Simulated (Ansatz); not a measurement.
The following input was run with Ansatz 0.2.0.

```yaml
crystal:
  lattice:
    - [-0.0214097, 1.9108253, 1.92371325]
    - [1.93857365, -0.034087, 1.93639055]
    - [1.92168335, 1.9066123, -0.0171967]
  atoms:
    - { symbol: Ru, position: [0.0, 0.0, 0.0] }
basis:
  ecutwfc: 420
kpoints:
  mp_grid: { grid: [16, 16, 16] }
hamiltonian:
  xc: pbe
scf:
  occupations: { method: gaussian, width: 0.1 }
output:
  forces: true
  stress: true
  eigenvalues: true
```

Launched with
```bash
ansatz run input.yaml --threads 1 --pin off --max-ram 1331MiB --backend cpu --events-out ev --progress --plain --runs-dir out
```

Theory: DFT PBE, scalar-relativistic, plane waves, PAW in Ansatz 0.2.0.

Part of what the program printed, abridged:

```
Pseudopotentials: kind: paw
Pseudopotential: Ru, paw, valence charge 16, recommended cutoff 420 eV (normal)
Functional definition: PBE
Crystal: 1 atom, lattice volume = 14.489 Å³
Basis set: ecut = 420 eV, 283 PW (Γ), exchange–correlation on 40×40×40 points (8 copies of the dense FFT grid, shifted against one another)
Bands: 12, of which v1, the nominal top of the filled ones, is band 8 counted from 1 (7 counted from 0)
Symmetry: 2 space group operations
Space group: P-1 (ITA 2), of the structure as read, at distance tolerance 2.4e-5 Å
k-points: 2052 of 4096
Initial density: superposition of atomic densities (neutral atoms: chi_scale 0, normalization atom), corrected by the library's trained network
Initial wavefunctions: pseudopotential atomic-orbital guess
Functional: x = pbe(κ = 0.804, μ = 0.21951497), c = pbe(β = 0.06672455)
SCF iter   1: F=—  HF=-5878.543340 eV  |F-HF|=—  |Δ(HF+E_count)|=         —  Δρ=4.67e-3  dr2=7.95e-4  ethr=1.77e-3  ⟨swp⟩=5.0  Hψ=138936  notcnv=0
SCF iter   2: F=—  HF=-5878.543211 eV  |F-HF|=—  |Δ(HF+E_count)|=   1.29e-4  Δρ=2.34e-3  dr2=1.79e-4  ethr=4.97e-6  ⟨swp⟩=2.1  Hψ=55181  notcnv=0
SCF iter   3: F=—  HF=-5878.543339 eV  |F-HF|=—  |Δ(HF+E_count)|=   1.28e-4  Δρ=8.41e-4  dr2=3.60e-5  ethr=1.12e-6  ⟨swp⟩=2.8  Hψ=41320  notcnv=0
SCF iter   4: F=—  HF=-5878.543359 eV  |F-HF|=—  |Δ(HF+E_count)|=   2.07e-5  Δρ=1.04e-4  dr2=7.71e-7  ethr=2.25e-7  ⟨swp⟩=2.8  Hψ=42044  notcnv=0
SCF iter   5: F=-5878.543360 eV  HF=-5878.543360 eV  |F-HF|=2.63e-8  |Δ(HF+E_count)|=   3.57e-7  Δρ=2.59e-5  dr2=5.96e-8  ethr=4.82e-9  ⟨swp⟩=2.8  Hψ=40765  notcnv=0
SCF iter   6: F=-5878.543360 eV  HF=-5878.543360 eV  |F-HF|=7.92e-9  |Δ(HF+E_count)|=  6.15e-10  Δρ=9.67e-6  dr2=1.19e-8  ethr=3.73e-10  ⟨swp⟩=2.2  Hψ=86168  notcnv=0
SCF 1 converged in 6 iterations: F = -5878.543360 eV  dr2 = 1.19e-8
SCF converged after 6 iterations
Free energy (F): -5878.543360 eV
Harris-Foulkes:  -5878.543360 eV  (|F-HF|=7.92e-9)
Internal energy: -5878.537281 eV  (E = F + TS)
E sigma→0 (E₀):  -5878.540320 eV
Entropy (-TS):   -0.006079 eV (-6.079 meV/atom)
Fermi energy:    21.659096 eV
--- Per-component energies (eV) ---
  E_band       = -78.883661
  E_kinetic    = 511.991146
  E_local      = -1325.099039  (includes V_loc(G=0)·N_el)
  E_nonlocal   = 343.002221
  E_hartree    = 425.415311
  E_xc         = -189.720336
  E_vxc        = -238.100661  (∫ρ·V_xc dr)
  E_paw        = -3460.616039  (= ΣΔE_a)
  E_vpaw       = -221.512252  (= ΣTr[D̂ρ^β])
  E_aug_tail   = -0.000168  (compensation charges beyond the density's cutoff)
  E_ewald      = -2183.510376
  E_smearing   = -0.006079  (= −TS)
--- Forces (eV/Å), atoms counted from 1 ---
  atom   1  Ru     0.00000000     0.00000000     0.00000000
--- Stress (GPa, compression-positive) ---
      -13.164657       4.116639       0.456434
        4.116639     -11.352040       3.232038
        0.456434       3.232038     -12.989276
  P = ⅓ Tr σ = -12.5020 GPa (-125.020 kbar)
--- Band table (eV; the first three rows and the last of 2052) ---
  k-point 0: bands = ["-51.2840", "-20.7816", "-20.7654", "-20.7457", "14.1049", "19.1267", "19.2258", "19.4735", "21.4571", "21.5526", "36.5208", "41.4756"]
  k-point 1: bands = ["-51.2788", "-20.7998", "-20.7821", "-20.7540", "14.2611", "19.1593", "19.2056", "19.5127", "21.4182", "21.5108", "36.7690", "41.0380"]
  k-point 2: bands = ["-51.2639", "-20.8939", "-20.7955", "-20.7692", "14.7031", "19.0081", "19.3428", "19.6645", "21.3444", "21.4269", "37.4259", "39.5694"]
  k-point 2051: bands = ["-51.1352", "-21.6481", "-20.9060", "-20.8995", "16.0263", "19.0808", "19.1819", "22.8081", "23.1605", "23.3146", "31.1981", "35.9959"]
```

The run converged.